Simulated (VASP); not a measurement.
# Si (Fd-3m) in VASP: band structure with PBE

Aim: the band structure of Si with PBE.

Program: VASP 6.6.1. These are calculated values, not measurements. Logs are shortened: lines on timing, memory, paths and dates and some standing lists are left out, and cuts for length are marked.

**1. The crystal as given**

It takes space group Fd-3m (No. 227, cubic). Conventional cell: a = 5.440 Å, b = 5.440 Å, c = 5.440 Å, α = 90.00°, β = 90.00°, γ = 90.00°. Si (site symmetry -43m) has 4 Si at 2.36 Å as nearest neighbours.

The cell was built by a generator and needn't be a form met in nature.

**2. Band structure, PBE**

File POSCAR:

```
Si
1.0
    0.0000000000      2.7200000000      2.7200000000
    2.7200000000      0.0000000000      2.7200000000
    2.7200000000      2.7200000000      0.0000000000
Si
2
Direct
    0.0000000000      0.0000000000      0.0000000000
    0.2500000000      0.2500000000      0.2500000000
```

File INCAR.step1:

```
PREC     = Accurate       # precision mode
ENCUT    = 520            # plane-wave cutoff, eV
EDIFF    = 1E-7           # SCF threshold, eV
ISMEAR   = 0              # smearing method
SIGMA    = 0.02           # smearing width, eV
LREAL    = F              # projectors in reciprocal space
LASPH    = T              # aspherical terms in the spheres
NELM     = 60             # most SCF steps
ALGO     = Normal         # electronic algorithm
ISIF     = 2              # what is computed and relaxed
LWAVE    = F              # write WAVECAR
LCHARG   = T              # write CHGCAR
GGA      = PE             # functional
```

File KPOINTS.step1:

```
regular mesh
0
Gamma
  10 10 10
```

File INCAR.step2:

```
PREC     = Accurate       # precision mode
ENCUT    = 520            # plane-wave cutoff, eV
EDIFF    = 1E-7           # SCF threshold, eV
ISMEAR   = 0              # smearing method
SIGMA    = 0.05           # smearing width, eV
LREAL    = F              # projectors in reciprocal space
LASPH    = T              # aspherical terms in the spheres
NELM     = 60             # most SCF steps
ALGO     = Normal         # electronic algorithm
ISIF     = 2              # what is computed and relaxed
LWAVE    = F              # write WAVECAR
LCHARG   = F              # write CHGCAR
GGA      = PE             # functional
ICHARG   = 11             # starting density
```

File KPOINTS.step2:

```
path GXWKGLUWLK,UX
10
line-mode
reciprocal
 0.0000000000  0.0000000000  0.0000000000  G
 0.5000000000  0.0000000000  0.5000000000  X

 0.5000000000  0.0000000000  0.5000000000  X
 0.5000000000  0.2500000000  0.7500000000  W

 0.5000000000  0.2500000000  0.7500000000  W
 0.3750000000  0.3750000000  0.7500000000  K

 0.3750000000  0.3750000000  0.7500000000  K
 0.0000000000  0.0000000000  0.0000000000  G

 0.0000000000  0.0000000000  0.0000000000  G
 0.5000000000  0.5000000000  0.5000000000  L

 0.5000000000  0.5000000000  0.5000000000  L
 0.6250000000  0.2500000000  0.6250000000  U

 0.6250000000  0.2500000000  0.6250000000  U
 0.5000000000  0.2500000000  0.7500000000  W

 0.5000000000  0.2500000000  0.7500000000  W
 0.5000000000  0.5000000000  0.5000000000  L

 0.5000000000  0.5000000000  0.5000000000  L
 0.3750000000  0.3750000000  0.7500000000  K

 0.6250000000  0.2500000000  0.6250000000  U
 0.5000000000  0.0000000000  0.5000000000  X
```

Potentials or basis: VASP PAW PBE potentials, release 64 (Si).

Run with:

```console
> cat potpaw_PBE.64/Si/POTCAR > POTCAR
> cp INCAR.step1 INCAR
> cp KPOINTS.step1 KPOINTS
> mpirun -np 1 vasp_std > vasp.out
> cp INCAR.step2 INCAR
> cp KPOINTS.step2 KPOINTS
> mpirun -np 1 vasp_std > vasp.out
```

OUTCAR:

```text
PREC = Accurate
   ENCUT = 520
   EDIFF = 1E-7
   ISMEAR = 0
   LREAL = F
   LASPH = T
   NELM = 60
   ISIF = 2
   GGA = PE
   ICHARG = 11

 ion  position               nearest neighbor table
   1  0.000  0.000  0.000-   2 2.36   2 2.36   2 2.36   2 2.36
   2  0.250  0.250  0.250-   1 2.36   1 2.36   1 2.36   1 2.36

  LATTYP: Found a face centered cubic cell.
 ALAT       =     5.4400000000

  Lattice vectors:

 A1 = (   0.0000000000,   2.7200000000,   2.7200000000)
 A2 = (   2.7200000000,   0.0000000000,   2.7200000000)
 A3 = (   2.7200000000,   2.7200000000,   0.0000000000)

Analysis of symmetry for initial positions (statically):
=====================================================================
 Subroutine PRICEL returns:
 Original cell was already a primitive cell.

 Routine SETGRP: Setting up the symmetry group for a
 face centered cubic supercell.

 Subroutine GETGRP returns: Found 48 space group operations
 (whereof 24 operations were pure point group operations)
 out of a pool of 48 trial point group operations.

The static configuration has the point symmetry T_d .
 The point group associated with its full space group is O_h .

Analysis of symmetry for dynamics (positions and initial velocities):
=====================================================================
 Subroutine PRICEL returns:
 Original cell was already a primitive cell.

 Routine SETGRP: Setting up the symmetry group for a
 face centered cubic supercell.

 Subroutine GETGRP returns: Found 48 space group operations
 (whereof 24 operations were pure point group operations)
 out of a pool of 48 trial point group operations.

The dynamic configuration has the point symmetry T_d .
 The point group associated with its full space group is O_h .

 Subroutine INISYM returns: Found 48 space group operations
 (whereof 24 operations are pure point group operations),
 and found     1 'primitive' translations

----------------------------------------------------------------------------------------

                                     Primitive cell

  volume of cell :      40.2473

  direct lattice vectors                    reciprocal lattice vectors
     0.000000000  2.720000000  2.720000000    -0.183823529  0.183823529  0.183823529
     2.720000000  0.000000000  2.720000000     0.183823529 -0.183823529  0.183823529
     2.720000000  2.720000000  0.000000000     0.183823529  0.183823529 -0.183823529
[... 81 lines left out ...]
   NSW    =      0    number of steps for IOM
   IBRION =     -1    ionic relax: 0-MD 1-quasi-New 2-CG
   NFREE  =      0    steps in history (QN), initial steepest desc. (CG)
   ISIF   =      2    stress and relaxation
   ISYM   =      2    0-nonsym 1-usesym 2-fastsym
   POTIM  = 0.5000    time-step for ionic-motion
   TEBEG  =    0.0;   TEEND  =   0.0 temperature during run
   PSTRESS=    0.0 pullay stress
   NELECT =       8.0000    total number of electrons
   NUPDOWN=      -1.0000    fix difference up-down
   EMIN   =  10.00;   EMAX   =-10.00  energy-range for DOS
   EFERMI =   0.00;   METHOD = LEGACY
   ISMEAR =     0;   SIGMA  =   0.05  broadening in eV -4-tet -1-fermi 0-gaus
   EFERMI_NEDOS =   21; number of points for ismear=-14 and -15
   IALGO  =     38    algorithm
   IMIX   =      4    mixing-type and parameters
     AMIX     =   0.40;   BMIX     =  1.00
     AMIX_MAG =   1.60;   BMIX_MAG =  1.00
  volume/ion in A,a.u.               =      20.12       135.80
  Fermi-wavevector in a.u.,A,eV,Ry     =   0.955416  1.805475 12.419671  0.912820
  Thomas-Fermi vector in A             =   2.084252
   LORBIT       =      0    0 simple, 1 ext, 2 COOP (PROOUT), +10 PAW based schemes
   GGA     = PE    functional components
   LHFCALC =     F    Hartree Fock is set to
   AEXX    =    0.0000 exact exchange contribution
   IVDW    =     0    specifies the selected vdW correction
   LEPSILON=     F    determine dielectric tensor
   LRPA    =     F    only Hartree local field effects (RPA)
 non-spin polarized calculation
 Gauss-broadening in eV      SIGMA  =   0.05
  energy-cutoff  :      520.00
  volume of cell :       40.25
 maximum number of plane-waves:      1106
 NGX is ok and might be reduce to    30

 number of electron       8.0000001 magnetization

 Free energy of the ion-electron system (eV)
  ---------------------------------------------------
  ext. energy  EPLUGINS =         0.00000000
  ---------------------------------------------------
  free energy    TOTEN  =       -11.00360083 eV

  energy without entropy =      -11.00360083  energy(sigma->0) =      -11.00360083

 E-fermi :   5.9899     XC(G=0):  -9.3888

 val. band max:        5.7741755424   @ k =   0.0000   0.0000   0.0000
 cond. band min:       6.3683467062   @ k =   0.4444   0.0000   0.4444
 fundamental gap:      0.5941711638
 Fermi energy:         5.9898534103

 k-point     1 :       0.0000    0.0000    0.0000
  band No.  band energies     occupation
      1      -6.1479      2.00000
      2       5.7742      2.00000
      3       5.7742      2.00000
      4       5.7742      2.00000
      5       8.3378      0.00000
      6       8.3378      0.00000
      7       8.3378      0.00000
      8       9.0889      0.00000
[... 243 lines left out ...]
 k-point    24 :       0.4583    0.2917    0.7500
  band No.  band energies     occupation
      1      -2.1799      2.00000
      2      -1.5803      2.00000
      3       1.7027      2.00000
      4       2.3946      2.00000
      5       8.7720      0.00000
      6      10.0491      0.00000
      7      11.4542      0.00000
      8      11.5882      0.00000

 [... further k-points ...]

------------------------ aborting loop because EDIFF is reached ----------------------------------------

  FORCE on cell =-STRESS in cart. coord.  units (eV):
  Direction    XX          YY          ZZ          XY          YZ          ZX
  --------------------------------------------------------------------------------------
  -------------------------------------------------------------------------------------
  Total        0.1723372      0.1723372      0.1723372     -0.0000000     -0.0000000      0.0000000
  in kB        6.8604555      6.8604555      6.8604555     -0.0000000     -0.0000000      0.0000000
  external PRESSURE =       6.8604555 kB  Pullay stress =       0.0000000 kB

 VOLUME and BASIS-vectors are now :
 -----------------------------------------------------------------------------
  energy-cutoff  :      520.00
  volume of cell :       40.25
      direct lattice vectors                 reciprocal lattice vectors
     0.000000000  2.720000000  2.720000000    -0.183823529  0.183823529  0.183823529
     2.720000000  0.000000000  2.720000000     0.183823529 -0.183823529  0.183823529
     2.720000000  2.720000000  0.000000000     0.183823529  0.183823529 -0.183823529

 POSITION                                       TOTAL-FORCE (eV/Angst)
 -----------------------------------------------------------------------------------
      0.00000      0.00000      0.00000         0.000000      0.000000      0.000000
      1.36000      1.36000      1.36000        -0.000000     -0.000000     -0.000000
 -----------------------------------------------------------------------------------
    total drift:                               -0.000000     -0.000000     -0.000000

  FREE ENERGIE OF THE ION-ELECTRON SYSTEM (eV)
  ---------------------------------------------------
  free  energy   TOTEN  =       -11.0036008286 eV

  energy  without entropy=      -11.0036008286  energy(sigma->0) =      -11.00360083
```

OSZICAR.step1:

```text
N       E                     dE             d eps       ncg     rms          rms(c)
DAV:   1     0.778982714084E+01    0.77898E+01   -0.33588E+03   752   0.781E+02
DAV:   2    -0.107759838300E+02   -0.18566E+02   -0.17981E+02  1216   0.847E+01
DAV:   3    -0.110224096809E+02   -0.24643E+00   -0.24643E+00   936   0.117E+01
DAV:   4    -0.110235427371E+02   -0.11331E-02   -0.11331E-02  1256   0.906E-01
DAV:   5    -0.110235439359E+02   -0.11988E-05   -0.11985E-05   960   0.202E-02    0.485E+00
DAV:   6    -0.109010179953E+02    0.12253E+00   -0.80968E-02   944   0.149E+00    0.296E+00
DAV:   7    -0.108450274399E+02    0.55991E-01   -0.15324E-01   936   0.218E+00    0.187E-01
DAV:   8    -0.108461109788E+02   -0.10835E-02   -0.40048E-03   904   0.479E-01    0.747E-02
DAV:   9    -0.108463017187E+02   -0.19074E-03   -0.18433E-04  1112   0.107E-01    0.556E-02
DAV:  10    -0.108463283670E+02   -0.26648E-04   -0.31529E-05   920   0.422E-02    0.899E-03
DAV:  11    -0.108463281182E+02    0.24883E-06   -0.55033E-07  1200   0.528E-03    0.225E-03
DAV:  12    -0.108463284306E+02   -0.31246E-06   -0.55990E-07   896   0.600E-03    0.941E-04
DAV:  13    -0.108463284471E+02   -0.16489E-07   -0.16552E-09   608   0.376E-04
   1 F= -.10846328E+02 E0= -.10846328E+02  d E =-.229459E-21
```

Run time: 19 s. Hardware: 1 thread of Intel Xeon Platinum 8488C (Sapphire Rapids), shared host; peak memory 0.16 GiB.

Results:

```yaml
Band_gap_on_the_k_mesh: 0.59 eV, indirect (least direct gap 2.56 eV)
Band_gap_along_the_path: 0.59 eV, indirect (least direct gap 2.56 eV)
```

Levels at the corners of the path, in eV from the valence-band top:
```csv
point,band 1,band 2,band 3,band 4,band 5,band 6,band 7,band 8
Γ,-11.92,0.00,0.00,0.00,2.56,2.56,2.56,3.31
X,-7.80,-7.80,-2.84,-2.84,0.72,0.72,10.07,10.07
X,-7.80,-7.80,-2.84,-2.84,0.72,0.72,10.07,10.07
W,-7.64,-7.64,-3.83,-3.83,4.27,4.27,4.99,4.99
W,-7.64,-7.64,-3.83,-3.83,4.27,4.27,4.99,4.99
K,-8.21,-7.21,-4.27,-2.41,1.21,4.12,7.45,7.99
K,-8.21,-7.21,-4.27,-2.41,1.21,4.12,7.45,7.99
Γ,-11.92,0.00,0.00,0.00,2.56,2.56,2.56,3.31
Γ,-11.92,0.00,0.00,0.00,2.56,2.56,2.56,3.31
L,-9.60,-6.94,-1.19,-1.19,1.52,3.34,3.34,7.72
L,-9.60,-6.94,-1.19,-1.19,1.52,3.34,3.34,7.72
U,-8.21,-7.21,-4.27,-2.41,1.21,4.12,7.45,8.01
U,-8.21,-7.21,-4.27,-2.41,1.21,4.12,7.45,7.99
W,-7.64,-7.64,-3.83,-3.83,4.27,4.27,4.99,4.99
W,-7.64,-7.64,-3.83,-3.83,4.27,4.27,4.99,4.99
L,-9.60,-6.94,-1.19,-1.19,1.52,3.34,3.34,7.72
L,-9.60,-6.94,-1.19,-1.19,1.52,3.34,3.34,7.72
K,-8.21,-7.21,-4.27,-2.41,1.21,4.12,7.45,7.99
U,-8.21,-7.21,-4.27,-2.41,1.21,4.12,7.45,7.99
X,-7.80,-7.80,-2.84,-2.84,0.72,0.72,10.07,10.07
```

Caveat: the log is that of the step along the path at fixed density, whose energy, stress, charges and moments have no meaning.
